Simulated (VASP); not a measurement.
# Sn, band structure: which settings are enough?

Sn, Fd-3m (no. 227), 2 atoms in the cell. PBEsol; PAW potentials Sn_d (PBE set). VASP 6.6.1.

Wanted: band energies at the path's corners within 0.02 eV.

What the run is for: bands; Accuracy asked: standard; Route: KPOINTS_OPT.

Band energies at the path's corners: counted from the Fermi level of the mesh, whose own shifts they hold.

POSCAR:
```
Sn
1.0
    0.0000000000      3.2333428000      3.2333428000
    3.2333428000      0.0000000000      3.2333428000
    3.2333428000      3.2333428000      0.0000000000
Sn
2
Direct
    0.7500000000      0.7500000000      0.7500000000
    0.5000000000      0.5000000000      0.5000000000
```

The series start from Plane-wave cutoff (eV): 280; Smearing width (eV): 0.07; k-point mesh: 8 × 8 × 8; Electronic threshold (eV): 1e-6; Precision mode (PREC): Accurate; Bands in all (NBANDS): 29; Aspherical gradient terms in the spheres (LASPH): yes. Each series keeps the choices made before it, and each single choice may use up half of a tolerance.

## Plane-wave cutoff (eV)

| Plane-wave cutoff (eV) | Band energies at the path's corners, largest deviation (eV) | Time (s) |
|---|---|---|
| 190 | 0.023 | 18 |
| 240 | 0.001 | 20 |
| 280 | 0.001 | 35 |
| 310 | 0.001 | 40 |
| 380 | 0.000 | 51 |
| 480 (reference) | 0.000 | 62 |

Chosen: 240, the loosest value from which every tighter one stays within half of the tolerance.

## Smearing width (eV)

| Smearing width (eV) | Band energies at the path's corners, largest deviation (eV) | Time (s) |
|---|---|---|
| 0.3 | 0.027 | 20 |
| 0.2 | 0.004 | 20 |
| 0.15 | 0.008 | 18 |
| 0.1 | 0.012 | 18 |
| 0.07 | 0.004 | 20 |
| 0.04 (reference) | 0.000 | 20 |

Chosen: 0.07.

## k-point mesh

| k-point mesh | Band energies at the path's corners, largest deviation (eV) | Time (s) |
|---|---|---|
| 3 × 3 × 3 | 0.108 | 15 |
| 4 × 4 × 4 | 0.035 | 14 |
| 5 × 5 × 5 | 0.004 | 15 |
| 7 × 7 × 7 | 0.033 | 17 |
| 8 × 8 × 8 | 0.036 | 20 |
| 10 × 10 × 10 | 0.025 | 20 |
| 12 × 12 × 12 (reference) | 0.000 | 24 |

Chosen: 12 × 12 × 12; the next looser run is off by more than half of the tolerance, so convergence isn't shown beyond this value.

## Electronic threshold (eV)

| Electronic threshold (eV) | Band energies at the path's corners, largest deviation (eV) | Time (s) |
|---|---|---|
| 0.001 | 0.001 | 20 |
| 0.0001 | 0.001 | 21 |
| 1e-5 | 0.001 | 22 |
| 1e-6 | 0.000 | 24 |
| 1e-7 (reference) | 0.000 | 26 |

Chosen: 0.001.

## Precision mode (PREC)

| Precision mode (PREC) | Band energies at the path's corners, largest deviation (eV) | Time (s) |
|---|---|---|
| SingleN | 0.024 | 16 |
| Normal | 0.000 | 15 |
| Accurate (reference) | 0.000 | 20 |

Chosen: Normal.

## Bands in all (NBANDS)

| Bands in all (NBANDS) | Band energies at the path's corners, largest deviation (eV) | Time (s) |
|---|---|---|
| 19 | 0.003 | 9.5 |
| 20 | 0.003 | 10 |
| 21 | 0.003 | 11 |
| 23 | 0.003 | 12 |
| 29 | 0.003 | 15 |
| 39 (reference) | 0.000 | 20 |

Chosen: 19.

## Aspherical gradient terms in the spheres (LASPH)

| Aspherical gradient terms in the spheres (LASPH) | Band energies at the path's corners, largest deviation (eV) | Time (s) |
|---|---|---|
| no | 0.000 | 8.9 |
| yes (reference) | 0.000 | 9.5 |

Chosen: no.

## All choices together

| Input | Band energies at the path's corners, largest deviation (eV) | Time (s) |
|---|---|---|
| the program's defaults (naive) | 0.026 | 8.4 |
| chosen settings | 0.008 | 8.9 |
| reference settings throughout | 0.000 | 124 |

The chosen settings stay within the tolerance of the reference run, but the reference itself isn't shown to be converged in: k-point mesh.

## The input

INCAR:
```
SYSTEM = Sn
ALGO = Normal
EDIFF = 0.001
ENCUT = 240
GGA = PS
GGA_COMPAT = .FALSE.
ISMEAR = 0
LASPH = .FALSE.
LCHARG = .FALSE.
LREAL = .FALSE.
LWAVE = .FALSE.
NBANDS = 19
NELM = 120
PREC = Normal
SIGMA = 0.07
```

KPOINTS:
```
Automatic mesh
0
Gamma
  12 12 12
  0 0 0
```

KPOINTS_OPT:
```
path GXWKGLUWLK,UX
12
line-mode
reciprocal
 0.0000000000  0.0000000000  0.0000000000  G
 0.5000000000  0.0000000000  0.5000000000  X

 0.5000000000  0.0000000000  0.5000000000  X
 0.5000000000  0.2500000000  0.7500000000  W

 0.5000000000  0.2500000000  0.7500000000  W
 0.3750000000  0.3750000000  0.7500000000  K

 0.3750000000  0.3750000000  0.7500000000  K
 0.0000000000  0.0000000000  0.0000000000  G

 0.0000000000  0.0000000000  0.0000000000  G
 0.5000000000  0.5000000000  0.5000000000  L

 0.5000000000  0.5000000000  0.5000000000  L
 0.6250000000  0.2500000000  0.6250000000  U

 0.6250000000  0.2500000000  0.6250000000  U
 0.5000000000  0.2500000000  0.7500000000  W

 0.5000000000  0.2500000000  0.7500000000  W
 0.5000000000  0.5000000000  0.5000000000  L

 0.5000000000  0.5000000000  0.5000000000  L
 0.3750000000  0.3750000000  0.7500000000  K

 0.6250000000  0.2500000000  0.6250000000  U
 0.5000000000  0.0000000000  0.5000000000  X
```

Commands:
```
cat potpaw_PBE.64/Sn_d/POTCAR > POTCAR
mpirun -np 1 vasp_std > vasp.out
```

Limits: Spin-orbit coupling is off, though it shifts bands of the heavy elements by a tenth of an eV or more.

The chosen input took VASP 6.6.1 8.9 s on 1 core (Intel Xeon 6975P-C (Granite Rapids)), a shared host.

## An input that fails: fixed density asked without a density file

VASP's message: ERROR: charge density could not be read from file CHGCAR for ICHARG>10.

Changes against the starting input:
```
- NELM = 120
+ NELM = 75
+ ICHARG = 11
```
